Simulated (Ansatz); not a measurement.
# NaCl: the cost of one run

Computed with Ansatz 0.2.0 (plane waves, PAW, unless a step's input says otherwise).

**1. The structure to begin with**

Symmetry: P6_3/mmc, No. 194, hexagonal system. The conventional cell has a = 4.721 Å, b = 4.721 Å, c = 5.569 Å, α = 90.00°, β = 90.00°, γ = 120.00°. Around Na (site symmetry -6m2) lie 5 Cl at 2.73 to 2.78 Å. Cl (site symmetry -6m2) is surrounded by 5 Na at 2.73 to 2.78 Å.

Coordinates:

```
CELL_PARAMETERS angstrom
4.72108 0.00000 0.00000
-2.36054 4.08857 0.00000
0.00000 0.00000 5.56948
ATOMIC_POSITIONS crystal
Na 0.33333 0.66667 0.93750
Na 0.66667 0.33333 0.43750
Cl 0.33333 0.66667 0.43750
Cl 0.66667 0.33333 0.93750
```

Cell and atoms come from an earlier r2SCAN relaxation.

**2. PBE, anion s p, 6×6×4**

input.yaml reads:

```yaml
crystal:
  lattice:
    - [4.7210755744, 0.0, 0.0]
    - [-2.3605377872, 4.0885713806, 0.0]
    - [0.0, 0.0, 5.5694831084]
  atoms:
    - { symbol: Na, position: [0.3333333333, 0.6666666667, -0.0624973378] }
    - { symbol: Na, position: [0.6666666667, 0.3333333333, 0.4375026622] }
    - { symbol: Cl, position: [0.3333333333, 0.6666666667, 0.4374973378] }
    - { symbol: Cl, position: [0.6666666667, 0.3333333333, 0.9374973378] }
kpoints:
  mp_grid: { grid: [6, 6, 4] }
  band_path:
    path:
      - [[0.0, 0.0, 0.0], [0.5, -8.700285174096e-18, -3.664377783904e-18], [0.3333333333333, 0.3333333333333, -2.652806626222e-18], [0.0, 0.0, 0.0], [-1.292659281817e-34, -6.036039505371e-35, 0.5], [0.5, -8.156066191731e-18, 0.5], [0.3333333333333, 0.3333333333333, 0.5], [-1.292659281817e-34, -6.036039505371e-35, 0.5]]
      - [[0.5, -8.156066191731e-18, 0.5], [0.5, -8.700285174096e-18, -3.664377783904e-18]]
      - [[0.3333333333333, 0.3333333333333, 0.5], [0.3333333333333, 0.3333333333333, -2.652806626222e-18]]
    npoints: 10
hamiltonian:
  xc: pbe
scf:
  occupations: { method: fixed }
  n_extra_bands: 6
output:
  forces: false
  stress: false
  eigenvalues: true
  wannier:
    kmesh: [6, 6, 4]
    projections: [{ species: Cl, l: s, shell: 3 }, { species: Cl, l: p, shell: 3 }]
    minimise: true
    write_hr: true
    conv_tol: 1.0e-08
    max_iter: 3000
```

Started as:

```
ansatz run input.yaml --threads 4 --pin off --max-ram 3686MiB --backend cpu --events-out ev --progress --plain --runs-dir out
```

Q: Estimate wall time and peak memory on 4 threads of Arm Neoverse N1, shared host.

About 5.9 s, with a peak of 0.37 GiB.
